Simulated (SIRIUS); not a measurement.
Wanted: the native input for a SIRIUS 7.10.0 run.

- Task: single point
- Functional: RPBE
- Potentials or basis: PseudoDojo 0.4.1 PBE standard (scalar relativistic)
- Cutoff: 1127 eV
- Density cutoff: 4507 eV
- k mesh: 4 × 4 × 3
- Occupations: fermi-dirac, width 0.05 eV
- Spin: no spin polarisation
- Libxc names: ["XC_GGA_X_RPBE", "XC_GGA_C_PBE"]
- Energy tol: 1e-08 Ha
- Density tol: 1e-06
- Mixer: anderson
- Mixing beta: 0.7
- Max scf: 100
- Radial cutoff for the potentials' integrals: 6.5 bohr

The system is Ag.

```
CELL_PARAMETERS angstrom
2.92424 -0.01024 -0.02064
-1.47099 2.54752 -0.00233
-0.03374 -0.02387 4.79007
ATOMIC_POSITIONS crystal
Ag 0.34151 0.66995 0.25099
Ag 0.65849 0.33005 0.74901
```

This isn't the form of Ag at room conditions, which is fcc.

One way to write it, as run:

sirius.json

```json
{
  "control": {
    "processing_unit": "cpu",
    "verbosity": 2,
    "num_bands_to_print": 28,
    "print_forces": true,
    "print_stress": true
  },
  "parameters": {
    "electronic_structure_method": "pseudopotential",
    "xc_functionals": ["XC_GGA_X_RPBE", "XC_GGA_C_PBE"],
    "gk_cutoff": 9.1,
    "pw_cutoff": 18.2,
    "ngridk": [4, 4, 3],
    "shiftk": [0, 0, 0],
    "smearing": "fermi_dirac",
    "smearing_width": 0.0018374661,
    "num_bands": 28,
    "num_mag_dims": 0,
    "num_dft_iter": 100,
    "energy_tol": 1e-08,
    "density_tol": 1e-06
  },
  "iterative_solver": {
    "type": "davidson",
    "min_tolerance": 1e-09,
    "tolerance_scale": [0.1, 0.25]
  },
  "mixer": {
    "type": "anderson",
    "beta": 0.7,
    "max_history": 8
  },
  "settings": {
    "tol_ne": 1e-10,
    "pseudo_grid_cutoff": 6.5
  },
  "unit_cell": {
    "lattice_vectors": [
      [5.526019846943, -0.01935621903, -0.039000073274],
      [-2.779772899687, 4.814112678157, -0.004396542315],
      [-0.063757847664, -0.045110068061, 9.051926767266]
    ],
    "atom_coordinate_units": "lattice",
    "atom_types": ["Ag"],
    "atom_files": {
      "Ag": "Ag.json"
    },
    "atoms": {
      "Ag": [
        [0.34151491, 0.6699488, 0.25099237],
        [0.65848509, 0.3300512, 0.74900763]
      ]
    }
  }
}
```

Potentials or basis: PseudoDojo 0.4.1 PBE standard (scalar relativistic).

Command:

```sh
$ upf_to_json Ag.upf
$ OMP_NUM_THREADS=1 sirius.scf --input=sirius.json --output=out.json --task=0
```

Results of the run:

| Property | Result |
| --- | --- |
| Pressure | 6.3 GPa |
| Largest force | 0.061 eV/Å |
| Band gap on the k mesh | none (metal or under the smearing width) |

Caveat: the k mesh is coarse (spacing up to 0.62 Å⁻¹), so the values aren't converged; the potentials were made for another functional, which shifts forces and pressure.

It took 39 s on 1 thread of Arm Neoverse V2, with other jobs on the host, peak memory 0.32 GiB.
